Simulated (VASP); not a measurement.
Write the native input for VASP 6.6.1 that does the following.

```
Task                   : single point
Functional             : PBE
Potentials or basis    : VASP PAW PBE potentials, release 64 (Ta_pv, H)
Cutoff                 : 520 eV
k mesh                 : 4 × 4 × 4, shifted
Occupations            : gaussian, width 0.1 eV
Spin                   : no spin polarisation
Dipole correction      : no
Further INCAR settings : LREAL = Auto; ALGO = Fast; EDIFF = 1e-06; NBANDS = 102
```

The structure of Ta16H (a cell with a defect) lies in POSCAR:

```
Ta16H
1.0
    6.6381247865      0.0000000000      0.0000000000
    0.0000000000      6.6381247865      0.0000000000
    0.0000000000      0.0000000000      6.6381247865
Ta H
16 1
Direct
   -0.0078312779     -0.0062165147      0.0000037661
    0.5020059290     -0.0023208362      0.0000034648
   -0.0015029847      0.5015592667      0.0000046700
    0.0001997552     -0.0011557481      0.5000035562
    0.2507557561      0.2553431962      0.2617038781
    0.5008004680      0.5008183948      0.0000039168
    0.4996332709     -0.0007910367      0.5000040082
    0.7499729457      0.2486584771      0.2486164471
   -0.0010209209      0.5006513295      0.5000044601
    0.2499489017      0.7481891588      0.2498746338
    0.2507554548      0.2553424430      0.7383054940
    0.5025200802      0.5014658668      0.5000040082
    0.7491695562      0.7489286749      0.2495136885
    0.7499727950      0.2486586277      0.7513915692
    0.2499489017      0.7481891588      0.7501329306
    0.7491697068      0.7489288255      0.7504946292
    0.2345617249      0.1492084033      0.0000045193
```

The input as run:

INCAR

```
SYSTEM = Ta16H
PREC     = Accurate       ! precision mode
ENCUT    = 520            ! plane-wave cutoff, eV
EDIFF    = 1E-6           ! SCF threshold, eV
ISMEAR   = 0              ! smearing method
SIGMA    = 0.1            ! smearing width, eV
LREAL    = Auto         
LASPH    = .True.         ! aspherical terms in the spheres
NELM     = 100            ! most SCF steps
ALGO     = Fast           ! electronic algorithm
ISIF     = 2              ! what is computed and relaxed
LWAVE    = .False.        ! write WAVECAR
LCHARG   = .False.        ! write CHGCAR
GGA      = PE             ! functional
NBANDS   = 102            ! bands
```

KPOINTS

```
Automatic mesh
0
Gamma
  4 4 4
  0.5 0.5 0.5
```

Potentials or basis: VASP PAW PBE potentials, release 64 (Ta_pv, H).

Run with:

```bash
$ cat potpaw_PBE.64/Ta_pv/POTCAR potpaw_PBE.64/H/POTCAR > POTCAR
$ mpirun -np 1 vasp_std > vasp.out
```

Results of the run:

```yaml
Pressure: 2.3 GPa
Largest_force: 0.449 eV/Å
Band_gap_on_the_k_mesh: none (metal or under the smearing width)
```

Wall time 5.3 min on 1 thread of Intel(R) Xeon(R) 6975P-C (Granite Rapids), on a shared host, peak memory 0.53 GiB.
